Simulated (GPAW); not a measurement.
# SnO (P4/nmm) in GPAW: notebook

Aim: see how the results for SnO move with the level of theory and the settings. Levels: PBEsol, PBEsol+D3. Tasks: relaxation of cell and atoms.

Everything below comes from runs of GPAW 26.7.0. Logs are shortened: lines on timing, memory, paths and dates and some standing lists are left out, and cuts for length are marked. The log counts tension as positive stress, the text compression.

**1. Starting point**

Symmetry: P4/nmm, No. 129, tetragonal system. Conventional cell: a = 3.814 Å, b = 3.814 Å, c = 4.887 Å, α = 90.00°, β = 90.00°, γ = 90.00°. Around Sn (site symmetry 4mm) lie 4 O at 2.23 Å. O (site symmetry -4m2) is surrounded by 4 Sn at 2.23 Å.

The cell is a database's computed one.

**2. Relaxation of cell and atoms, PBEsol**

File run.py:

```python
from ase import Atoms
from ase.filters import FrechetCellFilter
from ase.io import write
from ase.optimize import BFGS
from gpaw import GPAW, PW, setup_paths

setup_paths.insert(0, '.')

atoms = Atoms(['Sn', 'Sn', 'O', 'O'],
              cell=[[3.81369522, 0.0, 0.0],
                    [0.0, 3.81369522, 0.0],
                    [0.0, 0.0, 4.8869133]],
              scaled_positions=[[0.5, 0.0, 0.76462614],
                                [0.0, 0.5, 0.23537386],
                                [0.0, 0.0, 0.0],
                                [0.5, 0.5, 0.0]],
              pbc=True)

calc = GPAW(mode=PW(800),
            xc='PBEsol',
            kpts={'size': (5, 5, 4), 'gamma': True},
            occupations={'name': 'fermi-dirac', 'width': 0.05},
            nbands=33,
            convergence={'density': 1e-05, 'forces': 0.0001},
            maxiter=150,
            txt='gpaw.txt')
atoms.calc = calc
opt = BFGS(FrechetCellFilter(atoms), trajectory='relax.traj', logfile='-')
done = opt.run(fmax=0.02, steps=60)
calc.write('gs.gpw')
write('result.traj', atoms)
print('Converged:', done)
print('Cell:', atoms.cell.cellpar().round(4))
print('Volume:', round(atoms.get_volume(), 4))
print(atoms.get_scaled_positions().round(5))
```

Potentials or basis: PAW data sets generated in the run's folder for this functional, pw.

Command:

```
> gpaw-setup -f PBEsol O Sn
> OMP_NUM_THREADS=1 python run.py
```

gpaw.txt:

```text
__  _  _
 | _ |_)|_||  |
 |__||  | ||/\| - 26.7.0

Input parameters:
  mode=PW(ecut=800.0),
  convergence={'density': 1e-05, 'forces': 0.0001},
  kpts=MonkhorstPack(size=(5, 5, 4), gamma=True),
  maxiter=150,
  nbands=33,
  occupations=Occupations(name='fermi-dirac', width=0.05),
  xc=XC(name='PBEsol')

Diagonalizing LCAO Hamiltonian
Converting LCAO to pw mode
   .--------.
  /|        |
 * |        |
 | | Sn     |
 | |        |
 | |        |
 |Sn--------.
 |/    O   /
 O--------*

Atoms  # Å, Bohr magnetons
|   | symbol |        x |        y |        z |    initial magnetic moments |
|---|--------|----------|----------|----------|-----------------------------|
| 0 |     Sn | 1.906848 | 0.000000 | 3.736662 | ( 0.0000,  0.0000,  0.0000) |
| 1 |     Sn | 0.000000 | 1.906848 | 1.150252 | ( 0.0000,  0.0000,  0.0000) |
| 2 |      O | 0.000000 | 0.000000 | 0.000000 | ( 0.0000,  0.0000,  0.0000) |
| 3 |      O | 1.906848 | 1.906848 | 0.000000 | ( 0.0000,  0.0000,  0.0000) |

Unit cell  # Å
| periodic |        x |        y |        z |  lengths |    angles |
|----------|----------|----------|----------|----------|-----------|
|      yes | 3.813695 | 0.000000 | 0.000000 | 3.813695 | 90.000000 |
|      yes | 0.000000 | 3.813695 | 0.000000 | 3.813695 | 90.000000 |
|      yes | 0.000000 | 0.000000 | 4.886913 | 4.886913 | 90.000000 |

Number of symmetries: 8
Symmetry operations  # r_c * U_cc + t_c -> r_c
|   | kind |            matrix            |
|---|------|------------------------------|
| 0 |  E   |  1, 0, 0,  0, 1, 0,  0, 0, 1 |
| 1 |  σ   |  1, 0, 0,  0,-1, 0,  0, 0, 1 |
| 2 |  C2  |  0, 1, 0,  1, 0, 0,  0, 0,-1 |
| 3 |  S4  |  0, 1, 0, -1, 0, 0,  0, 0,-1 |
| 4 |  S4  |  0,-1, 0,  1, 0, 0,  0, 0,-1 |
| 5 |  C2  |  0,-1, 0, -1, 0, 0,  0, 0,-1 |
| 6 |  σ   | -1, 0, 0,  0, 1, 0,  0, 0, 1 |
| 7 |  C2  | -1, 0, 0,  0,-1, 0,  0, 0, 1 |
[... 193 lines left out ...]
Gap: 0.547 eV
Transition (v -> c):
  (s=0, k=0, n=19, [0.00, 0.00, 0.00]) -> (s=0, k=15, n=20, [0.40, 0.40, 0.00])
Direct/indirect transitions are different
Direct gap: 1.986 eV
Transition at: (s=0, k=0, n=19, [0.00, 0.00, 0.00])

Stress tensor  # eV/Ang^3
|        x |        y |        z |
|----------|----------|----------|
| 0.007944 | 0.000000 | 0.000000 |
| 0.000000 | 0.007944 | 0.000000 |
| 0.000000 | 0.000000 | 0.006468 |

Forces  # eV/Ang
|        x |       y |        z |
|----------|---------|----------|
|  0.00000 | 0.00000 | -0.01582 |  # Sn   0
|  0.00000 | 0.00000 |  0.01582 |  # Sn   1
| -0.00000 | 0.00000 |  0.00000 |  # O    2
|  0.00000 | 0.00000 |  0.00000 |  # O    3

Interpolating wave functions to new cell
   .--------.
  /|        |
 * |        |
 | |  Sn    |
 | |        |
 | |        |
 |Sn--------.
 |/    O   /
 O--------*

Atoms  # Å, Bohr magnetons
|   | symbol |         x |        y |        z |    initial magnetic moments |
|---|--------|-----------|----------|----------|-----------------------------|
| 0 |     Sn |  1.905887 | 0.000000 | 3.734902 | ( 0.0000,  0.0000,  0.0000) |
| 1 |     Sn |  0.000000 | 1.905887 | 1.150005 | ( 0.0000,  0.0000,  0.0000) |
| 2 |      O | -0.000000 | 0.000000 | 0.000000 | ( 0.0000,  0.0000,  0.0000) |
| 3 |      O |  1.905887 | 1.905887 | 0.000000 | ( 0.0000,  0.0000,  0.0000) |

Unit cell  # Å
| periodic |        x |        y |        z |  lengths |    angles |
|----------|----------|----------|----------|----------|-----------|
|      yes | 3.811773 | 0.000000 | 0.000000 | 3.811773 | 90.000000 |
|      yes | 0.000000 | 3.811773 | 0.000000 | 3.811773 | 90.000000 |
|      yes | 0.000000 | 0.000000 | 4.884908 | 4.884908 | 90.000000 |

Number of symmetries: 8
Symmetry operations  # r_c * U_cc + t_c -> r_c
|   | kind |            matrix            |
|---|------|------------------------------|
| 0 |  E   |  1, 0, 0,  0, 1, 0,  0, 0, 1 |
| 1 |  σ   |  1, 0, 0,  0,-1, 0,  0, 0, 1 |
| 2 |  C2  |  0, 1, 0,  1, 0, 0,  0, 0,-1 |
| 3 |  S4  |  0, 1, 0, -1, 0, 0,  0, 0,-1 |
| 4 |  S4  |  0,-1, 0,  1, 0, 0,  0, 0,-1 |
| 5 |  C2  |  0,-1, 0, -1, 0, 0,  0, 0,-1 |
| 6 |  σ   | -1, 0, 0,  0, 1, 0,  0, 0, 1 |
| 7 |  C2  | -1, 0, 0,  0,-1, 0,  0, 0, 1 |
[... 190 lines left out ...]
Gap: 0.540 eV
Transition (v -> c):
  (s=0, k=0, n=19, [0.00, 0.00, 0.00]) -> (s=0, k=15, n=20, [0.40, 0.40, 0.00])
Direct/indirect transitions are different
Direct gap: 1.989 eV
Transition at: (s=0, k=0, n=19, [0.00, 0.00, 0.00])

Stress tensor  # eV/Ang^3
|        x |        y |        z |
|----------|----------|----------|
| 0.007121 | 0.000000 | 0.000000 |
| 0.000000 | 0.007121 | 0.000000 |
| 0.000000 | 0.000000 | 0.005931 |

Forces  # eV/Ang
|       x |       y |        z |
|---------|---------|----------|
| 0.00000 | 0.00000 | -0.03033 |  # Sn   0
| 0.00000 | 0.00000 |  0.03033 |  # Sn   1
| 0.00000 | 0.00000 |  0.00000 |  # O    2
| 0.00000 | 0.00000 |  0.00000 |  # O    3

Interpolating wave functions to new cell

            Sn

        Sn
             O
       O

Atoms  # Å, Bohr magnetons
|   | symbol |         x |         y |         z |    initial magnetic moments |
|---|--------|-----------|-----------|-----------|-----------------------------|
| 0 |     Sn |  1.895257 | -0.000000 |  3.712549 | ( 0.0000,  0.0000,  0.0000) |
| 1 |     Sn |  0.000000 |  1.895257 |  1.149711 | ( 0.0000,  0.0000,  0.0000) |
| 2 |      O | -0.000000 | -0.000000 | -0.000000 | ( 0.0000,  0.0000,  0.0000) |
| 3 |      O |  1.895257 |  1.895257 | -0.000000 | ( 0.0000,  0.0000,  0.0000) |
[... 211 lines left out ...]
Gap: 0.448 eV
Transition (v -> c):
  (s=0, k=0, n=19, [0.00, 0.00, 0.00]) -> (s=0, k=15, n=20, [0.40, 0.40, 0.00])
Direct/indirect transitions are different
Direct gap: 2.018 eV
Transition at: (s=0, k=0, n=19, [0.00, 0.00, 0.00])

Stress tensor  # eV/Ang^3
|         x |         y |        z |
|-----------|-----------|----------|
| -0.001597 |  0.000000 | 0.000000 |
|  0.000000 | -0.001597 | 0.000000 |
|  0.000000 |  0.000000 | 0.001021 |

Forces  # eV/Ang
|       x |       y |        z |
|---------|---------|----------|
| 0.00000 | 0.00000 | -0.14799 |  # Sn   0
| 0.00000 | 0.00000 |  0.14799 |  # Sn   1
| 0.00000 | 0.00000 |  0.00000 |  # O    2
| 0.00000 | 0.00000 |  0.00000 |  # O    3

Interpolating wave functions to new cell

            Sn

        Sn
             O
       O

Atoms  # Å, Bohr magnetons
|   | symbol |         x |        y |         z |    initial magnetic moments |
|---|--------|-----------|----------|-----------|-----------------------------|
| 0 |     Sn |  1.893788 | 0.000000 |  3.706803 | ( 0.0000,  0.0000,  0.0000) |
| 1 |     Sn |  0.000000 | 1.893788 |  1.151602 | ( 0.0000,  0.0000,  0.0000) |
| 2 |      O | -0.000000 | 0.000000 | -0.000000 | ( 0.0000,  0.0000,  0.0000) |
| 3 |      O |  1.893788 | 1.893788 |  0.000000 | ( 0.0000,  0.0000,  0.0000) |

Unit cell  # Å
| periodic |        x |         y |        z |  lengths |    angles |
|----------|----------|-----------|----------|----------|-----------|
|      yes | 3.787576 | -0.000000 | 0.000000 | 3.787576 | 90.000000 |
|      yes | 0.000000 |  3.787576 | 0.000000 | 3.787576 | 90.000000 |
|      yes | 0.000000 |  0.000000 | 4.858405 | 4.858405 | 90.000000 |

Number of symmetries: 8
Symmetry operations  # r_c * U_cc + t_c -> r_c
|   | kind |            matrix            |
|---|------|------------------------------|
| 0 |  E   |  1, 0, 0,  0, 1, 0,  0, 0, 1 |
| 1 |  σ   |  1, 0, 0,  0,-1, 0,  0, 0, 1 |
| 2 |  C2  |  0, 1, 0,  1, 0, 0,  0, 0,-1 |
| 3 |  S4  |  0, 1, 0, -1, 0, 0,  0, 0,-1 |
| 4 |  S4  |  0,-1, 0,  1, 0, 0,  0, 0,-1 |
| 5 |  C2  |  0,-1, 0, -1, 0, 0,  0, 0,-1 |
| 6 |  σ   | -1, 0, 0,  0, 1, 0,  0, 0, 1 |
| 7 |  C2  | -1, 0, 0,  0,-1, 0,  0, 0, 1 |

BZ-sampling:
  Number of BZ points: 100
  Number of IBZ points: 18
[... 170 lines left out ...]
|         16 |         3.181 |     2.000 |
|         17 |         3.499 |     2.000 |
[... 8 lines left out ...]
|         26 |        13.471 |     0.000 |
|         27 |        13.848 |     0.000 |
|        ... |               |           |
|         32 |        22.383 |     0.000 |

Gap: 0.421 eV
Transition (v -> c):
  (s=0, k=0, n=19, [0.00, 0.00, 0.00]) -> (s=0, k=15, n=20, [0.40, 0.40, 0.00])
Direct/indirect transitions are different
Direct gap: 2.026 eV
Transition at: (s=0, k=0, n=19, [0.00, 0.00, 0.00])

Stress tensor  # eV/Ang^3
|         x |         y |         z |
|-----------|-----------|-----------|
| -0.002207 |  0.000000 | -0.000000 |
|  0.000000 | -0.002207 |  0.000000 |
| -0.000000 |  0.000000 |  0.001338 |

Forces  # eV/Ang
|        x |        y |        z |
|----------|----------|----------|
|  0.00000 | -0.00000 | -0.12690 |  # Sn   0
|  0.00000 |  0.00000 |  0.12690 |  # Sn   1
| -0.00000 |  0.00000 |  0.00000 |  # O    2
|  0.00000 | -0.00000 |  0.00000 |  # O    3

Interpolating wave functions to new cell

            Sn

        Sn
             O
       O

Atoms  # Å, Bohr magnetons
|   | symbol |         x |        y |         z |    initial magnetic moments |
|---|--------|-----------|----------|-----------|-----------------------------|
| 0 |     Sn |  1.890521 | 0.000000 |  3.687363 | ( 0.0000,  0.0000,  0.0000) |
| 1 |     Sn |  0.000000 | 1.890521 |  1.159526 | ( 0.0000,  0.0000,  0.0000) |
| 2 |      O | -0.000000 | 0.000000 | -0.000000 | ( 0.0000,  0.0000,  0.0000) |
| 3 |      O |  1.890521 | 1.890521 |  0.000000 | ( 0.0000,  0.0000,  0.0000) |

Unit cell  # Å
| periodic |        x |        y |        z |  lengths |    angles |
|----------|----------|----------|----------|----------|-----------|
|      yes | 3.781041 | 0.000000 | 0.000000 | 3.781041 | 90.000000 |
|      yes | 0.000000 | 3.781041 | 0.000000 | 3.781041 | 90.000000 |
|      yes | 0.000000 | 0.000000 | 4.846889 | 4.846889 | 90.000000 |

Number of symmetries: 8
Symmetry operations  # r_c * U_cc + t_c -> r_c
|   | kind |            matrix            |
|---|------|------------------------------|
| 0 |  E   |  1, 0, 0,  0, 1, 0,  0, 0, 1 |
| 1 |  σ   |  1, 0, 0,  0,-1, 0,  0, 0, 1 |
| 2 |  C2  |  0, 1, 0,  1, 0, 0,  0, 0,-1 |
| 3 |  S4  |  0, 1, 0, -1, 0, 0,  0, 0,-1 |
| 4 |  S4  |  0,-1, 0,  1, 0, 0,  0, 0,-1 |
| 5 |  C2  |  0,-1, 0, -1, 0, 0,  0, 0,-1 |
| 6 |  σ   | -1, 0, 0,  0, 1, 0,  0, 0, 1 |
| 7 |  C2  | -1, 0, 0,  0,-1, 0,  0, 0, 1 |
[... 176 lines left out ...]
|         16 |         3.250 |     2.000 |
|         17 |         3.602 |     2.000 |
[... 8 lines left out ...]
|         26 |        13.492 |     0.000 |
|         27 |        13.868 |     0.000 |
|        ... |               |           |
|         32 |        22.484 |     0.000 |

Gap: 0.332 eV
Transition (v -> c):
  (s=0, k=0, n=19, [0.00, 0.00, 0.00]) -> (s=0, k=15, n=20, [0.40, 0.40, 0.00])
Direct/indirect transitions are different
Direct gap: 2.050 eV
Transition at: (s=0, k=0, n=19, [0.00, 0.00, 0.00])

Stress tensor  # eV/Ang^3
|         x |         y |         z |
|-----------|-----------|-----------|
| -0.002377 |  0.000000 |  0.000000 |
|  0.000000 | -0.002377 | -0.000000 |
|  0.000000 | -0.000000 |  0.004036 |

Forces  # eV/Ang
|       x |        y |        z |
|---------|----------|----------|
| 0.00000 |  0.00000 | -0.00596 |  # Sn   0
| 0.00000 |  0.00000 |  0.00596 |  # Sn   1
| 0.00000 |  0.00000 |  0.00000 |  # O    2
| 0.00000 | -0.00000 | -0.00000 |  # O    3

Interpolating wave functions to new cell

            Sn

        Sn
             O
       O
[... 1190 lines left out ...]
|         16 |         3.412 |     2.000 |
|         17 |         3.729 |     2.000 |
[... 8 lines left out ...]
|         26 |        13.568 |     0.000 |
|         27 |        13.916 |     0.000 |
|        ... |               |           |
|         32 |        22.752 |     0.000 |

Gap: 0.281 eV
Transition (v -> c):
  (s=0, k=0, n=19, [0.00, 0.00, 0.00]) -> (s=0, k=15, n=20, [0.40, 0.40, 0.00])
Direct/indirect transitions are different
Direct gap: 1.962 eV
Transition at: (s=0, k=15, n=19, [0.40, 0.40, 0.00])

Stress tensor  # eV/Ang^3
|         x |        y |         z |
|-----------|----------|-----------|
|  0.001428 | 0.000000 | -0.000000 |
|  0.000000 | 0.001428 |  0.000000 |
| -0.000000 | 0.000000 |  0.001950 |

Forces  # eV/Ang
|       x |        y |        z |
|---------|----------|----------|
| 0.00000 | -0.00000 |  0.06386 |  # Sn   0
| 0.00000 |  0.00000 | -0.06386 |  # Sn   1
| 0.00000 |  0.00000 | -0.00000 |  # O    2
| 0.00000 | -0.00000 |  0.00000 |  # O    3

Interpolating wave functions to new cell

            Sn

        Sn
             O
       O
[... 203 lines left out ...]
|         16 |         3.417 |     2.000 |
|         17 |         3.725 |     2.000 |
[... 8 lines left out ...]
|         26 |        13.594 |     0.000 |
|         27 |        13.938 |     0.000 |
|        ... |               |           |
|         32 |        22.736 |     0.000 |

Gap: 0.294 eV
Transition (v -> c):
  (s=0, k=0, n=19, [0.00, 0.00, 0.00]) -> (s=0, k=15, n=20, [0.40, 0.40, 0.00])
Direct/indirect transitions are different
Direct gap: 1.964 eV
Transition at: (s=0, k=15, n=19, [0.40, 0.40, 0.00])

Stress tensor  # eV/Ang^3
|         x |        y |         z |
|-----------|----------|-----------|
|  0.000393 | 0.000000 | -0.000000 |
|  0.000000 | 0.000393 |  0.000000 |
| -0.000000 | 0.000000 |  0.000246 |

Forces  # eV/Ang
|        x |        y |        z |
|----------|----------|----------|
|  0.00000 | -0.00000 |  0.01288 |  # Sn   0
|  0.00000 |  0.00000 | -0.01288 |  # Sn   1
|  0.00000 | -0.00000 | -0.00000 |  # O    2
| -0.00000 |  0.00000 |  0.00000 |  # O    3

# Writing to gs.gpw (mode='')
```

Wall time 5.4 min (1 thread of Arm Neoverse V1, shared host); peak memory 0.32 GiB.

Results:

```yaml
Free_energy: -25.1209 eV
Relaxed_volume: 17.07 Å³/atom
Relaxed_cell: a = 3.795 Å, b = 3.795 Å, c = 4.741 Å, α = 90.00°, β = 90.00°, γ = 90.00°
Space_group_after_relaxing_to_0.05_Å: P4/nmm (No. 129)
Energy_gained_by_relaxing: 2.2 meV/atom
Ionic_steps: 11
Pressure_after_relaxing: -0.1 GPa
Largest_force_after_relaxing: 0.013 eV/Å
Band_gap_on_the_k_mesh: 0.29 eV, indirect (least direct gap 1.96 eV)
```

Forces in eV/Å, atoms in the order of the input:
```
Sn   0.000  0.000  0.013
Sn   0.000  0.000 -0.013
O    0.000  0.000  0.000
O    0.000  0.000  0.000
```

The path:
```tsv
step	energy change (eV)	largest force (eV/Å)	pressure (GPa)	volume (Å³)
1	0.0000	0.0158	-1.19	71.08
2	-0.0007	0.0303	-1.08	70.98
3	-0.0043	0.1480	0.12	69.86
4	-0.0048	0.1269	0.16	69.70
5	-0.0057	0.0060	0.04	69.29
6	-0.0059	0.0130	-0.03	69.28
7	-0.0064	0.0659	-0.26	69.21
8	-0.0071	0.1029	-0.42	69.03
9	-0.0081	0.1098	-0.45	68.65
10	-0.0086	0.0639	-0.26	68.35
11	-0.0088	0.0129	-0.06	68.28
```

Final structure:
```xyz
4
Lattice="3.7949 0.0000 0.0000 0.0000 3.7949 0.0000 0.0000 0.0000 4.7410" Properties=species:S:1:pos:R:3 pbc="T T T"
Sn    1.8974    0.0000    3.5888
Sn    0.0000    1.8974    1.1522
O     0.0000    0.0000    0.0000
O     1.8974    1.8974    0.0000
```

Caveat: later steps reuse the first step's grids; spin-orbit coupling is left out, which moves the levels of the heavy elements; an odd mesh through Γ misses points on the zone boundary, where band edges often lie.

(Part 1 of 2 ends here.)
